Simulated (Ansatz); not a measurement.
Take MgO in the rock salt structure (space group Fm-3m, No. 225; a = 4.214 Å) as the base.

Now apply this change: every O is replaced by C; the structure is relaxed again.

Levels (all Ansatz, an electronic-structure program, PAW): PBEsol (420 eV, scalar-relativistic without spin-orbit coupling); r2SCAN (500 eV, no spin-orbit coupling).

The geometry is relaxed with PBEsol.

| Quantity | Value |
|---|---|
| PBEsol pressure | 0.0 GPa |

### Question
What does r2SCAN give at this geometry for the pressure?

### Answer
The pressure goes from zero to 0.9 GPa.

Single points use the geometry relaxed with PBEsol. Their cutoffs differ, which shifts pressures a little. Stability against distortions was not tested. As relaxed here, MgC is a hypothetical phase, not in the database extracts checked. The final runs are not spin-polarised.
